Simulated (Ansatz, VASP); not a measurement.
## One calculation of KCl, two programs

```
K Cl
1.0
     3.60961    0.00000    0.00000
     0.00000    3.60961    0.00000
     0.00000    0.00000    3.60961
K Cl
1 1
Cartesian
  0.0000 0.0000 0.0000
  1.8048 1.8048 1.8048
```

Change from the starting cell: volume scaled by 0.98, crystal datasets.

Alike in both runs: task electric field gradients; functional PBEsol; k mesh 7 × 7 × 7; occupations fermi-dirac, width 0.01 eV; no spin polarisation.

|  | VASP | Ansatz |
| --- | --- | --- |
| version | VASP 6.6.1 | Ansatz 0.2.0 |
| potentials or method | VASP PAW PBE potentials, release 64 (K_sv, Cl), cutoff 520 eV | all-electron PAW with datasets made for the crystal, scalar-relativistic |

|  | VASP | Ansatz | Ansatz less VASP |
| --- | --- | --- | --- |
| gap on the k mesh at the Fermi level (eV) | 5.51 | 5.51 | +0.006 |
| pressure (GPa) | 3.1 | 3.0 | -0.10 |
| Vzz of the field gradient on the site that differs most (V/Å²) | 0.0 | 0.0 | 0.00 |

Ansatz ran all-electron here, so the differences hold the error of VASP's frozen core and of both bases.

Caveats: the PAW data sets were made with another functional, which shifts forces and pressure a little (VASP); an odd mesh through Γ misses points on the zone boundary, where band edges often lie.
